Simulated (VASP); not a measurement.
**A VASP 6.6.1 single-point calculation on TiO₂**

INCAR

```
LCHARG = .FALSE.
GGA = PS
ENCUT = 200
SIGMA = 0.01
ISIF = 2
PREC = Accurate
NSW = 0
NELM = 120
LREAL = .FALSE.
NBANDS = 19
LASPH = .TRUE.
EDIFF = 1E-7
LWAVE = .FALSE.
ISMEAR = 0
IBRION = -1
```

KPOINTS

```
KPOINTS created by Atomic Simulation Environment
0
Gamma
10 10 10
0 0 0
```

POSCAR

```
Ti O
 1.0000000000000000
     0.0000000000000000    2.3968272536098962    2.3968272536098962
     2.3968272536098962   -0.0000000000000000    2.3968272536098962
     2.3968272536098962    2.3968272536098962    0.0000000000000000
 Ti  O
   1   2
Cartesian
 -0.0000000000000000 -0.0000000000000000 -0.0000000000000000
  1.1984136268049479  1.1984136268049479  1.1984136268049479
  3.5952408804148437  3.5952408804148437  3.5952408804148437
```

The recommended PBE PAW datasets give the neutral cell 24 valence electrons.

Command

```
mpirun -np 1 vasp_std
```

How does this run end, and what does it give?

It converged. Results: gap between bands v and c on the k mesh 1.58 eV; least direct gap on the k mesh 1.91 eV; pressure -242.1 GPa. Band v is the last that the valence electrons fill when counted band by band, and c is the next.

OSZICAR

```
N       E                     dE             d eps       ncg     rms          rms(c)
DAV:   1     0.119528870587E+03    0.11953E+03   -0.74597E+03  1956   0.799E+02
DAV:   2    -0.279057533780E+02   -0.14743E+03   -0.14086E+03  1983   0.264E+02
DAV:   3    -0.343860289285E+02   -0.64803E+01   -0.64502E+01  2006   0.595E+01
DAV:   4    -0.344890951995E+02   -0.10307E+00   -0.10292E+00  2169   0.704E+00
DAV:   5    -0.344916826279E+02   -0.25874E-02   -0.25872E-02  2087   0.101E+00    0.194E+01
DAV:   6    -0.291252317926E+02    0.53665E+01   -0.13817E+01  1789   0.489E+01    0.819E+00
DAV:   7    -0.287944273106E+02    0.33080E+00   -0.10207E+00  1980   0.763E+00    0.510E+00
DAV:   8    -0.287520046253E+02    0.42423E-01   -0.82763E-01  2138   0.857E+00    0.182E+00
DAV:   9    -0.287685812383E+02   -0.16577E-01   -0.94877E-01  1900   0.906E+00    0.184E+00
DAV:  10    -0.287087287768E+02    0.59852E-01   -0.31600E-01  1986   0.486E+00    0.283E-01
DAV:  11    -0.287080126636E+02    0.71611E-03   -0.94542E-03  2036   0.860E-01    0.106E-01
DAV:  12    -0.287079458531E+02    0.66810E-04   -0.63697E-04  1998   0.243E-01    0.305E-02
DAV:  13    -0.287079321511E+02    0.13702E-04   -0.14542E-04  2122   0.860E-02    0.175E-02
DAV:  14    -0.287079312159E+02    0.93519E-06   -0.17632E-05  1975   0.388E-02    0.356E-03
DAV:  15    -0.287079322145E+02   -0.99861E-06   -0.57904E-07  1964   0.587E-03    0.432E-03
DAV:  16    -0.287079322742E+02   -0.59644E-07   -0.10960E-06  1957   0.992E-03    0.517E-04
DAV:  17    -0.287079320226E+02    0.25159E-06   -0.24097E-08  1127   0.134E-03    0.104E-04
DAV:  18    -0.287079319698E+02    0.52756E-07   -0.27640E-09  1022   0.424E-04
   1 F= -.28707932E+02 E0= -.28707932E+02  d E =-.841214E-56
```

Standard output (part)

```
POSCAR found type information on POSCAR TiO
 POSCAR found :  2 types and       3 ions
 LDA part: xc-table for (Slater+PW92), standard interpolation
 POSCAR, INCAR and KPOINTS ok, starting setup
 WAVECAR not read
 entering main loop
```

These settings aren't sound, so the numbers aren't properties of the crystal.

On sound settings PBEsol gives a gap of 1.07 eV on its mesh and a pressure of -1.9 GPa for the intended cell.
